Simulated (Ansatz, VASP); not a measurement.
# GaP in two plane-wave programs, part 2 of 2

One calculation is typed for both programs; each brings its own data sets. How far apart do they land? The cell is taken from a series of runs on this material, whose earlier steps may have relaxed, scaled, displaced or heated it; both programs get it as it stands.

VASP 6.6.1 and Ansatz 0.2.0.

So far: The structure; Ansatz: zone-centre phonons, LDA.

## (3) VASP: zone-centre phonons, LDA

Level of this step: LDA; plane waves and PAW (P, Ga_d) (VASP).

The same cell, functional (in two slightly different forms) and mesh now go to VASP, with its own data sets.

Lines of VASP's logs that name or quote its potential files are left out, and so is its time.

Contents of INCAR:

```
SYSTEM = GaP
PREC = Accurate
ENCUT = 500
EDIFF = 1E-08
NELM = 120
ISMEAR = 0
SIGMA = 0.01
LREAL = .FALSE.
ALGO = Normal
GGA = CA
NBANDS = 15
LORBIT = 11
LWAVE = .FALSE.
LCHARG = .FALSE.
ISIF = 2
IBRION = 8
LEPSILON = .TRUE.
LASPH = .TRUE.
GGA_COMPAT = .FALSE.
EFERMI = MIDGAP
KPAR = 2
```

Contents of POSCAR:

```
GaP
1.0
    0.0000000000      2.7129948643      2.6417915779
    2.7129948643      0.0000000000      2.6417915779
    2.7129948643      2.7129948643      0.0000000000
P Ga
1 1
Direct
    0.7500000000      0.7500000000      0.7500000000
    0.0000000000      0.0000000000      0.0000000000
```

Contents of KPOINTS:

```
Automatic mesh
0
Gamma
12 12 12
0 0 0
```

PAW data sets: P and Ga_d (LDA family, release 64).

Started as:

```
$ mpirun -np 2 vasp_std
```

Numbers of over 12 decimals in the logs are rounded to 6 here.

What it wrote:

```text
[banner, memory and clock lines left out]
running    2 mpi-ranks, on    1 nodes
 distrk:  each k-point on    1 cores,    2 groups
 distr:  one band on    1 cores,    1 groups

 POSCAR found type information on POSCAR P Ga
 POSCAR found :  2 types and       2 ions
 LDA part: xc-table for (Slater(with rela. corr.)+CA(PZ))
 , standard interpolation
 POSCAR, INCAR and KPOINTS ok, starting setup
 FFT: planning ... GRIDC
 FFT: planning ... GRID_SOFT
 FFT: planning ... GRID
 WAVECAR not read
 entering main loop
       N       E                     dE             d eps       ncg     rms          rms(c)
DAV:   1     0.793803803596E+02    0.79380E+02   -0.90080E+03  5056   0.170E+03
DAV:   2    -0.460524236751E+01   -0.83986E+02   -0.80182E+02  5611   0.314E+02
DAV:   3    -0.106824473861E+02   -0.60772E+01   -0.60550E+01  6045   0.680E+01
DAV:   4    -0.107830430839E+02   -0.10060E+00   -0.10057E+00  6174   0.950E+00
DAV:   5    -0.107851139581E+02   -0.20709E-02   -0.20707E-02  6314   0.120E+00    0.453E+00
DAV:   6    -0.105042289903E+02    0.28088E+00   -0.38890E-01  7585   0.114E+01    0.292E+00
DAV:   7    -0.104528834397E+02    0.51346E-01   -0.94947E-02  6483   0.228E+00    0.108E+00
DAV:   8    -0.104482643970E+02    0.46190E-02   -0.12359E-02  6201   0.130E+00    0.216E-01
DAV:   9    -0.104482243804E+02    0.40017E-04   -0.10518E-03  7335   0.423E-01    0.628E-02
DAV:  10    -0.104482206773E+02    0.37031E-05   -0.53407E-05  7345   0.918E-02    0.244E-02
DAV:  11    -0.104482266685E+02   -0.59912E-05   -0.91018E-06  6339   0.446E-02    0.775E-03
DAV:  12    -0.104482264565E+02    0.21203E-06   -0.52161E-07  6295   0.805E-03    0.513E-03
DAV:  13    -0.104482264312E+02    0.25260E-07   -0.20744E-07  6495   0.469E-03    0.929E-04
DAV:  14    -0.104482264303E+02    0.90677E-09   -0.10089E-08  4395   0.122E-03
   1 F= -.10448226E+02 E0= -.10448226E+02  d E =0.000000E+00
 Linear response reoptimize wavefunctions to high precision
DAV:   1    -0.104482264304E+02   -0.13006E-09   -0.17842E-09  5303   0.404E-04
DAV:   2    -0.104482264304E+02   -0.36380E-11   -0.20722E-10  3152   0.134E-04
 Linear response G [H, r] |phi>, progress :
  Direction:   1
       N       E                     dE             d eps       ncg     rms
RMM:   1    -0.400035036473E+02   -0.40004E+02    0.16515E+02  5680   0.240E+02
RMM:   2    -0.476893390464E+02   -0.76858E+01   -0.19433E+01 10148   0.354E+01
RMM:   3    -0.486650279517E+02   -0.97569E+00   -0.18392E+00 10191   0.866E+00
RMM:   4    -0.486995856202E+02   -0.34558E-01   -0.12789E-01 10619   0.230E+00
RMM:   5    -0.486994509207E+02    0.13470E-03   -0.24885E-04 10709   0.591E-01
RMM:   6    -0.487003357288E+02   -0.88481E-03   -0.35813E-04 10808   0.200E-01
RMM:   7    -0.487003898177E+02   -0.54089E-04    0.22023E-06 10897   0.741E-02
RMM:   8    -0.487004145881E+02   -0.24770E-04   -0.82727E-05 10971   0.307E-02
RMM:   9    -0.487004140613E+02    0.52679E-06   -0.45143E-05 10936   0.136E-02
RMM:  10    -0.487004191312E+02   -0.50698E-05   -0.88784E-05 10793   0.679E-03
RMM:  11    -0.487004157795E+02    0.33517E-05   -0.53772E-05  9780   0.390E-03
RMM:  12    -0.487004149061E+02    0.87345E-06   -0.44362E-05  8614   0.253E-03
RMM:  13    -0.487004129698E+02    0.19362E-05   -0.25274E-05  7280   0.196E-03
RMM:  14    -0.487004164428E+02   -0.34729E-05   -0.60629E-05  6262   0.168E-03
RMM:  15    -0.487004125990E+02    0.38437E-05   -0.21009E-05  5820   0.158E-03
RMM:  16    -0.487004122669E+02    0.33210E-06   -0.21408E-05  5626   0.150E-03
RMM:  17    -0.487004124320E+02   -0.16506E-06   -0.21770E-05  5435   0.149E-03
RMM:  18    -0.487004118505E+02    0.58148E-06   -0.19739E-05  5252   0.147E-03
 Linear response G [H, r] |phi>, progress :
  Direction:   2
       N       E                     dE             d eps       ncg     rms
RMM:   1    -0.378101321161E+02   -0.37810E+02    0.16404E+02  5702   0.237E+02
RMM:   2    -0.430865243687E+02   -0.52764E+01   -0.17139E+01 10096   0.341E+01
RMM:   3    -0.441226960335E+02   -0.10362E+01   -0.16491E+00 10107   0.844E+00
RMM:   4    -0.441608399170E+02   -0.38144E-01   -0.12886E-01 10609   0.231E+00
RMM:   5    -0.441616357889E+02   -0.79587E-03   -0.46356E-03 10691   0.604E-01
RMM:   6    -0.441622180746E+02   -0.58229E-03   -0.18637E-04 10821   0.202E-01
RMM:   7    -0.441623070859E+02   -0.89011E-04   -0.48781E-05 10903   0.752E-02
RMM:   8    -0.441623158645E+02   -0.87785E-05    0.66687E-05 11015   0.318E-02
RMM:   9    -0.441623258377E+02   -0.99732E-05    0.82476E-06 10934   0.144E-02
RMM:  10    -0.441623279384E+02   -0.21007E-05   -0.52833E-06 10815   0.726E-03
RMM:  11    -0.441623280104E+02   -0.72021E-07   -0.21903E-06  9854   0.398E-03
RMM:  12    -0.441623279461E+02    0.64258E-07   -0.48944E-07  8595   0.259E-03
RMM:  13    -0.441623284637E+02   -0.51756E-06   -0.53106E-06  7240   0.190E-03
RMM:  14    -0.441623281437E+02    0.31999E-06   -0.26216E-06  6308   0.165E-03
[...]
RMM:   7    -0.110335753590E+01   -0.62802E-05   -0.24657E-05 29633   0.316E-02    0.215E-03
RMM:   8    -0.110351032542E+01   -0.15279E-03   -0.74039E-06 30761   0.103E-02    0.826E-04
RMM:   9    -0.110348569187E+01    0.24634E-04    0.22198E-07 30435   0.391E-03    0.304E-04
RMM:  10    -0.110348383610E+01    0.18558E-05   -0.28603E-07 30238   0.151E-03    0.101E-04
[...]
RMM:   9    -0.107542830795E+01    0.21838E-04   -0.41091E-07 17916   0.377E-03    0.298E-04
RMM:  10    -0.107542790370E+01    0.40425E-06   -0.10743E-07 17737   0.143E-03    0.112E-04
RMM:  11    -0.107542426842E+01    0.36353E-05   -0.12375E-08 17159   0.622E-04    0.712E-05
RMM:  12    -0.107542334193E+01    0.92649E-06   -0.15409E-08 13072   0.244E-04    0.255E-05
RMM:  13    -0.107542303382E+01    0.30811E-06    0.11239E-09  7659   0.115E-04    0.586E-06
 change of polarisation eV/A/(eV/A) component  3 :     0.775     0.190     2.038
 dielectric tensor                  component  3 :     3.604     0.884    10.483
 Linear response DOF=           4
 Linear response progress:
  Degree of freedom:   1/  4
       N       E                     dE             d eps       ncg     rms          rms(c)
RMM:   1    -0.508297368041E-01   -0.50830E-01    0.65753E-03 33676   0.184E+00
RMM:   2    -0.474206943119E-01    0.34090E-02   -0.61790E-03 26057   0.553E-01    0.124E-01
RMM:   3    -0.474789817468E-01   -0.58287E-04   -0.51487E-04 28841   0.177E-01    0.604E-02
RMM:   4    -0.477532209928E-01   -0.27424E-03   -0.76817E-05 28159   0.668E-02    0.115E-02
RMM:   5    -0.477664824322E-01   -0.13261E-04   -0.84710E-06 30223   0.227E-02    0.692E-03
RMM:   6    -0.477500316463E-01    0.16451E-04   -0.14657E-06 28255   0.797E-03    0.401E-03
RMM:   7    -0.477504723525E-01   -0.44071E-06   -0.24013E-07 29888   0.310E-03    0.654E-04
RMM:   8    -0.477482347187E-01    0.22376E-05   -0.34157E-08 28922   0.103E-03    0.154E-04
RMM:   9    -0.477479247136E-01    0.31001E-06   -0.14415E-08 29946   0.324E-04    0.205E-05
RMM:  10    -0.477479844820E-01   -0.59768E-07   -0.78630E-09 29082   0.116E-04    0.391E-06
RMM:  11    -0.477479767359E-01    0.77461E-08   -0.82932E-09 29854   0.496E-05    0.616E-06
 first order change of Fermi-energy   0.69973E-04
 force on displaced ion       1 direction 1 : -10.699   0.000  -0.000
 Born effective charge ion    1 direction 1 :  -2.101   0.000   0.000
 Linear response progress:
  Degree of freedom:   2/  4
       N       E                     dE             d eps       ncg     rms          rms(c)
RMM:   1    -0.504593273999E-01   -0.50459E-01    0.64820E-03 19315   0.182E+00
RMM:   2    -0.472194473154E-01    0.32399E-02   -0.59870E-03 15253   0.541E-01    0.121E-01
RMM:   3    -0.472553952823E-01   -0.35948E-04   -0.50529E-04 16847   0.174E-01    0.587E-02
RMM:   4    -0.475142039635E-01   -0.25881E-03   -0.71968E-05 16533   0.650E-02    0.113E-02
RMM:   5    -0.475283065451E-01   -0.14103E-04   -0.78770E-06 17663   0.218E-02    0.692E-03
RMM:   6    -0.475122350614E-01    0.16071E-04   -0.14270E-06 16603   0.783E-03    0.378E-03
RMM:   7    -0.475128990512E-01   -0.66399E-06   -0.22044E-07 17456   0.305E-03    0.837E-04
RMM:   8    -0.475109695892E-01    0.19295E-05   -0.31561E-08 17069   0.103E-03    0.126E-04
RMM:   9    -0.475107012255E-01    0.26836E-06   -0.40833E-09 17557   0.318E-04    0.178E-05
RMM:  10    -0.475107277314E-01   -0.26506E-07   -0.15359E-09 17054   0.116E-04    0.531E-06
RMM:  11    -0.475107286026E-01   -0.87121E-09   -0.28989E-10 17530   0.521E-05    0.466E-06
 first order change of Fermi-energy   0.62125E-03
 force on displaced ion       1 direction 3 :  -0.000  -0.000 -10.599
 Born effective charge ion    1 direction 3 :   0.000   0.000  -1.987
 Linear response progress:
  Degree of freedom:   3/  4
       N       E                     dE             d eps       ncg     rms          rms(c)
RMM:   1    -0.167225793760E+00   -0.16723E+00    0.11515E-01 17976   0.867E+00
RMM:   2    -0.165123485397E+00    0.21023E-02   -0.26760E-02 27779   0.144E+00    0.575E-02
RMM:   3    -0.165477276684E+00   -0.35379E-03   -0.37020E-03 28971   0.423E-01    0.427E-02
RMM:   4    -0.165344407852E+00    0.13287E-03   -0.12135E-03 30558   0.163E-01    0.136E-02
RMM:   5    -0.165335056845E+00    0.93510E-05   -0.40630E-05 30414   0.404E-02    0.528E-03
RMM:   6    -0.165340150576E+00   -0.50937E-05   -0.57159E-06 29904   0.143E-02    0.834E-04
RMM:   7    -0.165339839364E+00    0.31121E-06   -0.56996E-07 30085   0.572E-03    0.120E-04
RMM:   8    -0.165338900944E+00    0.93842E-06   -0.61650E-07 30583   0.242E-03    0.387E-05
RMM:   9    -0.165338756283E+00    0.14466E-06   -0.31122E-07 30694   0.102E-03    0.234E-05
RMM:  10    -0.165338659929E+00    0.96354E-07   -0.12092E-07 30505   0.457E-04    0.113E-05
RMM:  11    -0.165338641401E+00    0.18528E-07   -0.10165E-07 30835   0.217E-04    0.428E-06
RMM:  12    -0.165338614828E+00    0.26573E-07   -0.50942E-08 30813   0.109E-04    0.134E-06
RMM:  13    -0.165338604632E+00    0.10196E-07   -0.26312E-08 30502   0.615E-05    0.423E-07
RMM:  14    -0.165338607039E+00   -0.24071E-08   -0.12108E-08 26247   0.390E-05    0.394E-07
 first order change of Fermi-energy   0.16646E-04
 force on displaced ion       2 direction 1 : -10.710   0.000  -0.000
 Born effective charge ion    2 direction 1 :   2.089   0.000   0.000
 Linear response progress:
  Degree of freedom:   4/  4
       N       E                     dE             d eps       ncg     rms          rms(c)
RMM:   1    -0.166868039472E+00   -0.16687E+00    0.13385E-01 10563   0.874E+00
RMM:   2    -0.164946166584E+00    0.19219E-02   -0.26615E-02 16004   0.143E+00    0.562E-02
RMM:   3    -0.165330602439E+00   -0.38444E-03   -0.46029E-03 17070   0.435E-01    0.432E-02
RMM:   4    -0.165176178935E+00    0.15442E-03   -0.42682E-04 17747   0.123E-01    0.152E-02
RMM:   5    -0.165144476008E+00    0.31703E-04   -0.26068E-05 17865   0.359E-02    0.293E-03
RMM:   6    -0.165148317002E+00   -0.38410E-05   -0.35374E-06 17611   0.129E-02    0.733E-04
RMM:   7    -0.165148609146E+00   -0.29214E-06   -0.45602E-07 17791   0.504E-03    0.120E-04
RMM:   8    -0.165147757501E+00    0.85164E-06   -0.18575E-07 17779   0.214E-03    0.463E-05
RMM:   9    -0.165147568750E+00    0.18875E-06   -0.10158E-07 17784   0.928E-04    0.234E-05
RMM:  10    -0.165147433151E+00    0.13560E-06   -0.32332E-08 17933   0.428E-04    0.628E-06
RMM:  11    -0.165147461759E+00   -0.28608E-07   -0.10436E-08 17954   0.209E-04    0.582E-06
RMM:  12    -0.165147421911E+00    0.39848E-07   -0.39690E-09 17866   0.107E-04    0.159E-06
RMM:  13    -0.165147419333E+00    0.25789E-08    0.81310E-10 18140   0.594E-05    0.102E-06
 first order change of Fermi-energy   0.64601E-04
 force on displaced ion       2 direction 3 :  -0.000  -0.000 -10.575
 Born effective charge ion    2 direction 3 :   0.000   0.000   1.975
 Born effective charges drift removed
 Linear response finished
```

From OUTCAR (step 3):

```text
ion  position               nearest neighbor table
   1  0.750  0.750  0.750-   2 2.33   2 2.33   2 2.33   2 2.33
   2  0.000  0.000  0.000-   1 2.33   1 2.33   1 2.33   1 2.33

  LATTYP: Found a body centered tetragonal cell.
 ALAT       =     3.8367541317
 C/A-ratio  =     1.3770971437

 Subroutine GETGRP returns: Found  8 space group operations
 (whereof  8 operations were pure point group operations)

The static configuration has the point symmetry D_2d.

 Found    163 irreducible k-points:

   k-points           NKPTS =    163   k-points in BZ     NKDIM =    163   number of bands    NBANDS=     15

   dimension x,y,z NGX =    28 NGY =   28 NGZ =   28
   dimension x,y,z NGXF=    56 NGYF=   56 NGZF=   56

   ENCUT  =  500.0 eV  36.75 Ry    6.06 a.u.   6.90  6.90  7.00*2*pi/ulx,y,z

   NELECT =      18.0000    total number of electrons

 k-points in reciprocal lattice and weights: Automatic mesh
   0.00000000  0.00000000  0.00000000       0.001
   0.08333333  0.00000000  0.00000000       0.005
   0.16666667  0.00000000  0.00000000       0.005
   0.25000000  0.00000000  0.00000000       0.005
   0.33333333  0.00000000  0.00000000       0.005
   0.41666667  0.00000000  0.00000000       0.005
   0.50000000  0.00000000  0.00000000       0.002
   0.08333333  0.08333333  0.00000000       0.001
   0.16666667  0.08333333  0.00000000       0.005
[...]
-0.33333333  0.16666667  0.50000000       0.002
  -0.25000000  0.25000000  0.50000000       0.001

 average (electrostatic) potential at core
       1 -84.2375       2 -66.1947

  Total        0.0261516      0.0261516      0.5060764      0.0000000      0.0000000      0.0000000
  in kB        1.0774150      1.0774150     20.8497190      0.0000000      0.0000000      0.0000000
  external PRESSURE =       7.6681830 kB  Pullay stress =       0.0000000 kB

  energy-cutoff  :      500.00
  volume of cell :       38.89
      direct lattice vectors                 reciprocal lattice vectors
     0.000000000  2.712994864  2.641791578    -0.184298174  0.184298174  0.189265499
     2.712994864  0.000000000  2.641791578     0.184298174 -0.184298174  0.189265499
     2.712994864  2.712994864  0.000000000     0.184298174  0.184298174 -0.189265499

 POSITION                                       TOTAL-FORCE (eV/Angst)
 -----------------------------------------------------------------------------------
      4.06949      4.06949      3.96269         0.000000      0.000000      0.000000
      0.00000      0.00000      0.00000        -0.000000     -0.000000     -0.000000
 -----------------------------------------------------------------------------------
    total drift:                               -0.000000     -0.000000     -0.000000

 MACROSCOPIC STATIC DIELECTRIC TENSOR (including local field effects in DFT)
 ------------------------------------------------------
          10.733981    -0.000000     0.000000
           0.000000    10.733981    -0.000000
           0.000000    -0.000000    10.482553
 ------------------------------------------------------

 PIEZOELECTRIC TENSOR (including local field effects)  for field in x, y, z        (C/m^2)
          XX          YY          ZZ          XY          YZ          ZX
  --------------------------------------------------------------------------------
  x    -0.00000     0.00000    -0.00000     0.00000     0.75228     0.00000
  y     0.00000    -0.00000    -0.00000     0.00000     0.00000     0.75228
  z     0.00000     0.00000     0.00000     0.79503     0.00000     0.00000

 BORN EFFECTIVE CHARGES (including local field effects) (in |e|, cummulative output)
 ---------------------------------------------------------------------------------
 ion    1
    1    -2.09621    -0.00000     0.00000
    2     0.00000    -2.09621     0.00000
    3     0.00000     0.00000    -1.98097
 ion    2
    1     2.09621     0.00000    -0.00000
    2     0.00000     2.09621     0.00000
    3     0.00000     0.00000     1.98097

 Eigenvectors and eigenvalues of the dynamical matrix
 ----------------------------------------------------

   1 f  =   11.043708 THz    69.389666 2PiTHz  368.378459 cm-1    45.673087 meV
             X         Y         Z           dx          dy          dz
      4.069492  4.069492  3.962687     0.831977    0.000000   -0.000000
      0.000000  0.000000  0.000000    -0.554810   -0.000000    0.000000

   2 f  =   11.043708 THz    69.389666 2PiTHz  368.378459 cm-1    45.673087 meV
             X         Y         Z           dx          dy          dz
      4.069492  4.069492  3.962687     0.000000   -0.831977    0.000000
      0.000000  0.000000  0.000000    -0.000000    0.554810   -0.000000

   3 f  =   10.986514 THz    69.030305 2PiTHz  366.470669 cm-1    45.436552 meV
             X         Y         Z           dx          dy          dz
      4.069492  4.069492  3.962687    -0.000000   -0.000000   -0.832395
      0.000000  0.000000  0.000000    -0.000000    0.000000    0.554183

   4 f/i=    0.002604 THz     0.016361 2PiTHz    0.086856 cm-1     0.010769 meV
             X         Y         Z           dx          dy          dz
      4.069492  4.069492  3.962687     0.221526    0.508665    0.000000
      0.000000  0.000000  0.000000     0.332194    0.762780    0.000000

   5 f/i=    0.002604 THz     0.016361 2PiTHz    0.086856 cm-1     0.010769 meV
             X         Y         Z           dx          dy          dz
      4.069492  4.069492  3.962687     0.508665   -0.221526   -0.000000
      0.000000  0.000000  0.000000     0.762780   -0.332194   -0.000000

   6 f/i=    0.005681 THz     0.035698 2PiTHz    0.189512 cm-1     0.023497 meV
             X         Y         Z           dx          dy          dz
      4.069492  4.069492  3.962687     0.000000   -0.000000    0.554183
      0.000000  0.000000  0.000000     0.000000   -0.000000    0.832395

 MACROSCOPIC STATIC DIELECTRIC TENSOR IONIC CONTRIBUTION
 ------------------------------------------------------
           1.910016     0.000000    -0.000000
           0.000000     1.910016     0.000000
          -0.000000     0.000000     1.724669
 ------------------------------------------------------

 ELASTIC MODULI CONTR FROM IONIC RELAXATION (kBar)
 Direction    XX          YY          ZZ          XY          YZ          ZX
 --------------------------------------------------------------------------------
 XX           0.0000      0.0000      0.0000      0.0000      0.0000      0.0000
 YY           0.0000      0.0000      0.0000      0.0000      0.0000      0.0000
 ZZ           0.0000      0.0000      0.0000      0.0000      0.0000      0.0000
 XY           0.0000      0.0000      0.0000   -256.6821      0.0000      0.0000
 YZ           0.0000      0.0000      0.0000      0.0000   -256.5486      0.0000
 ZX           0.0000      0.0000      0.0000      0.0000      0.0000   -233.5082
 --------------------------------------------------------------------------------

 PIEZOELECTRIC TENSOR IONIC CONTR  for field in x, y, z        (C/m^2)
          XX          YY          ZZ          XY          YZ          ZX
  --------------------------------------------------------------------------------
  x     0.00000     0.00000     0.00000     0.00000    -0.65868    -0.00000
  y     0.00000     0.00000     0.00000     0.00000     0.00000    -0.62841
  z     0.00000     0.00000     0.00000    -0.62607     0.00000     0.00000
```

The dielectric response converges more slowly with the mesh than energies do, so tensor and charges may still move on a finer one.

## (4) Side by side

Known differences besides the potentials themselves: the two LDA forms differ slightly; fixed occupations in Ansatz, narrow Gaussian smearing in VASP; VASP's response is taken on the typed mesh, Ansatz refines its own for the field response alone; the cutoff is 420 eV in Ansatz and 500 eV in VASP; VASP's log shows a relativistic correction to its local exchange, Ansatz's none. Total energies have different zeros and are not compared.

Compared:

```tsv
quantity	Ansatz	VASP	difference
ε∞ xx	10.70	10.73	-0.33 %
ε∞ yy	10.70	10.73	-0.33 %
ε∞ zz	10.43	10.48	-0.53 %
Born charge of P1 (mean of the diagonal) (e)	-2.04	-2.06	+0.02
Born charge of Ga2 (mean of the diagonal) (e)	2.04	2.06	-0.02
optical mode 1 (cm⁻¹)	366.8	366.5	+0.09 %
optical mode 2 to 3 (cm⁻¹)	368.5	368.4	+0.04 %
```

Modes are paired by rising frequency, not by their patterns, so a pair may set unlike modes beside each other; they are those without the splitting of longitudinal modes.

## (5) Outcome

* r.m.s. difference of the optical zone-centre modes, each program's sorted by frequency (zone-centre phonons, LDA): 0.22 cm⁻¹
* difference in ε∞ zz (zone-centre phonons, LDA): -0.5 %

**Reading.** The r.m.s. difference of the optical zone-centre modes, each program's sorted by frequency is 0.22 cm⁻¹ (zone-centre phonons, LDA). Among the rows given in per cent, the largest difference of the zone-centre phonons, LDA pair is in ε∞ zz, -0.5 %. How closely two codes agree says nothing of how well the functional describes the real material.

[Lines on the potential files, build, host, timing and source positions are cut from VASP's logs without a mark.]

[Logs are printed without paths, hosts, clocks, repeated set-up lines and the standing remarks that a program may print on its own settings, such as how far it seeks lower states.]

[Hosts, paths, dates, database ids (printed as entryN), source tags and the programs' standing remarks are cut or masked in the printed files.]
